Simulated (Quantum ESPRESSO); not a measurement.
## HfN under changes of volume

One of the cells (11.482 Å³/atom); the others are scaled copies at fixed shape and fractional positions:

```
Hf N
1.0
     0.00000    2.25600    2.25600
     2.25600    0.00000    2.25600
     2.25600    2.25600    0.00000
Hf N
1 1
Direct
  0.00000 0.00000 0.00000
  0.50000 0.50000 0.50000
```

- Program: Quantum ESPRESSO 7.5
- Functional: r2SCAN
- Potentials or basis: SG15 PBE 1.2
- Cutoff: 1197 eV
- Density cutoff: 4789 eV
- k mesh: 8 × 8 × 8
- Occupations: fermi-dirac, width 0.05 eV
- Spin: no spin polarisation

| volume (Å³/atom) | energy over the lowest point (meV/atom) | pressure (GPa) |
| --- | --- | --- |
| 10.793 | ? | ? |
| 11.023 | 2.11 | 4.7 |
| 11.252 | 0.00 | -1.6 |
| 11.482 | 6.44 | -7.3 |
| 11.712 | 20.53 | -12.3 |
| 11.941 | 41.44 | -16.8 |
| 12.171 | 68.44 | -20.8 |

Question: What does the run at 10.793 Å³/atom give?

Answer: Energy over the lowest point 13.79 meV/atom; pressure 11.7 GPa.

Worked out: A Birch-Murnaghan fit of order 3 (a polynomial in V^(-2/3)) to the other rows has its minimum at 11.19 Å³/atom with B0 = V·E''(V) = 300 GPa and B' = 4.6. It gives 13.87 meV/atom at 10.793 Å³/atom, against the run's 13.79, and -dE/dV = 11.8 GPa, against 11.7.

Energies are extrapolated to zero smearing.

Caveats: the potentials were made for another functional, which shifts forces and pressure.
